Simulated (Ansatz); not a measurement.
**Si: energy along a strain**

Si, Fd-3m, a = 5.431 Å (as given, not relaxed at this level: 2.0 GPa). Ansatz: PBE, PAW, 420 eV, Γ-centred 10×10×10 mesh on 2 atoms, Gaussian smearing 0.05 eV; no spin polarisation. Cell vectors (Å): 0.000 2.715 2.715; 2.715 0.000 2.715; 2.715 2.715 0.000. The cell is strained by x per cent times the pattern (0 0 0 0 1 0) in the order xx yy zz yz xz xy (engineering shears), with fractional coordinates held. y is the free energy over the start, V0 = 20.023 Å³/atom. Symmetry makes y even in x.

| x (%) | y (meV/atom) |
| --- | --- |
| -4.00 | 10.61 |
| -2.00 | 2.65 |
| 0.00 | 0.00 |
| 0.50 | 0.17 |
| 1.00 | 0.66 |
| 1.50 | ? |
| 2.50 | 4.14 |
| 3.00 | 5.97 |
| 3.50 | 8.12 |

Question: Fit y = c2 x² + c4 x⁴ to the other rows, get the stiffness along the pattern, and predict the missing energy.

Answer: Least squares on the rows shown. y = 0.6625 x² + 3.731×10⁻⁵ x⁴. The clamped-ion stiffness p·C·p = 2 × 6.625 eV × 160.2 / 20.023 Å³ = 106 GPa, which is C55 in these axes (C44 of the cubic crystal) (second derivative at the start, which stands under stress). At x = 1.50 the fit asked for gives 1.49 meV/atom. The run gave 1.49 meV/atom, the same to the digits shown.

The energy is almost purely harmonic over the whole range. Even at the largest strain the quartic term contributes only about as much as the last printed digit, so its coefficient carries little information about anharmonicity. The shear lengthens half of the tetrahedral bonds and shortens the other half, so the odd anharmonic terms of the individual bonds cancel in the sum.

The stiffness of 106 GPa lies well above the measured C44 of silicon, as expected when the two sublattices may not shift against each other. This shear removes the symmetry that fixes their relative position. In the real crystal they move along the cube axis normal to the shear plane, trading costly bond stretching for softer bond-angle bending. The value therefore reflects the stiff response of the directional sp³ bonds before this internal relaxation, and should not be used for sound velocities or the static shear response. The match at the missing point confirms a smooth interpolation, not the accuracy of the functional.
